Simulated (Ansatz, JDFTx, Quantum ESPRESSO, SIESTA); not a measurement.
**One calculation of BN, 4 ways**

```
N B
1.0
     0.00000    1.81300    1.81300
     1.81300    0.00000    1.81300
     1.81300    1.81300    0.00000
N B
1 1
Direct
  0.25000 0.25000 0.25000
  0.00000 0.00000 0.00000
```

The cell is a database's computed one, not the measured one.

Alike in all runs: task equation of state; functional PBEsol; k mesh 13 × 13 × 13; occupations fermi-dirac, width 0.05 eV; no spin polarisation; no spin-orbit coupling.

| program and potentials | plane-wave cutoff (eV) | notes | equilibrium volume (Å³/atom) | bulk modulus (GPa) |
| --- | --- | --- | --- | --- |
| SIESTA, files PseudoDojo sr-pbesol-0.4.1-standard, DZP (energy shift 0.003 Ry) | - | atomic basis | 5.92 | 390.9 |
| Quantum ESPRESSO, PseudoDojo 0.4.1 SR PBEsol standard | 1143 | - | 5.87 | 385.2 |
| JDFTx, PseudoDojo-SR-PBEsol-0.4.1-standard with smoothed tails | 1143 | - | 5.87 | 385.1 |
| Ansatz, all-electron LAPW, scalar-relativistic | - | - | 5.86 | 385.8 |

The equilibrium volume spans 5.86 (Ansatz, all-electron LAPW, scalar-relativistic) to 5.92 Å³/atom (SIESTA, files PseudoDojo sr-pbesol-0.4.1-standard, DZP (energy shift 0.003 Ry)), with all-electron results at 5.86. The bulk modulus spans 385.1 (JDFTx, PseudoDojo-SR-PBEsol-0.4.1-standard with smoothed tails) to 390.9 GPa (SIESTA, files PseudoDojo sr-pbesol-0.4.1-standard, DZP (energy shift 0.003 Ry)), with all-electron results at 385.8. Rows in atomic bases carry the error of their basis and grid, which can be large.

Differences between rows come from potentials, basis sets and numerical settings, since the functional is the same but for its coding. Runs on potential files found faulty are left out.
